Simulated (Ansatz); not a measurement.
## Zone-centre modes in SiO$_{2}$

These are results of Ansatz, DFT PBE, scalar-relativistic, plane waves, PAW, not measurements. Settings: plane waves to 420 eV, k-mesh 6×6×4 (Γ-centred), Gaussian smearing 0.05 eV. No spin polarisation.

The undisturbed cell (relaxed at this level; this form isn't the usual structure):

```
Si O
1.0
     5.10538    0.00000    0.00000
    -2.55269    4.42139    0.00000
     0.00000    0.00000    5.58505
Si O
3 6
Direct
  0.00000 0.50000 0.33333
  0.50000 0.50000 0.66667
  0.50000 0.00000 0.00000
  0.58396 0.79198 0.83333
  0.79198 0.58396 0.50000
  0.79198 0.20802 0.16667
  0.41604 0.20802 0.83333
  0.20802 0.41604 0.50000
  0.20802 0.79198 0.16667
```

Harmonic modes by finite displacements of 0.02 Å, without the LO–TO term.

Task: At this geometry, is the structure stable against these modes?

Result: No: 1 mode is unstable, the strongest at 55i cm⁻¹.

Task: List the wavenumbers in cm⁻¹.

Result: 55i, 0, 0, 0, 81, 81, 234, 234, 344, 375, 375, 387, 390, 390, 397, 416, 652, 652, 748, 751, 751, 1047, 1047, 1051, 1071, 1158, 1158.